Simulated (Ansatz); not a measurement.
Write the native input for Ansatz 0.2.0 that does the following.

```
Task                : electrostatic potential
Functional          : PBE
Dispersion          : D3(BJ)
Potentials or basis : PseudoDojo standard (PBE files)
Cutoff              : 1061 eV
Density cutoff      : 4245 eV
k mesh              : 8 × 8 × 8
Occupations         : fermi-dirac, width 0.1 eV
Spin                : non-collinear spin, ferrimagnetic start, spin-orbit coupling
Starting moments    : [[0.5, 0.0, 0.0], [-0.25, -0.0, -0.0]] μB
```

The system is Ge.

```
Ge
1.0
     0.00000    2.82891    2.82891
     2.82891    0.00000    2.82891
     2.82891    2.82891    0.00000
Ge
2
Direct
  0.75000 0.75000 0.75000
  0.50000 0.50000 0.50000
```

The input as run:

input.yaml

```yaml
crystal:
  lattice:
    - [0.0, 2.82891, 2.82891]
    - [2.82891, 0.0, 2.82891]
    - [2.82891, 2.82891, 0.0]
  atoms:
    - { symbol: Ge, spin: 0.5, spin_axis: [0.5, 0.0, 0.0], position_ang: [4.243365, 4.243365, 4.243365] }
    - { symbol: Ge, spin: 0.25, spin_axis: [-0.25, 0.0, 0.0], position_ang: [2.82891, 2.82891, 2.82891] }
hamiltonian:
  xc: pbe
  pseudopotentials: { kind: nc_fr, accuracy: standard }
  dispersion: d3bj
magnetization:
  noncollinear: true
  spin_orbit: true
kpoints:
  mp_grid: { grid: [8, 8, 8] }
scf:
  occupations: { method: fermi_dirac, width: 0.1 }
output:
  forces: true
  stress: true
  eigenvalues: true
  write_density: true
  write_potential: true
  elf: true
  volumetric_format: npy
```

Potentials or basis: PseudoDojo standard (PBE files).

Run with:

```sh
$ ansatz run input.yaml --threads 1 --pin off --max-ram 2560MiB --backend cpu --events-out ev --progress --plain --runs-dir out
```

Results of the run:

```yaml
Pressure: 1.7 GPa
Band_gap_on_the_k_mesh: none (metal or under the smearing width)
Net_moment: 0.00 μB per cell
Absolute_moment: 0.00 μB per cell
```

Caveat: pairwise dispersion overbinds metals, which lowers pressure and volume; this crystal is a semiconductor, whose small gap the functional closes, so the metal is an error of the method; the starting moments weren't kept; the thresholds are loose for stress.

Run time: 4 min on 1 thread of Arm Neoverse V1 (shared host), peak memory 0.91 GiB.
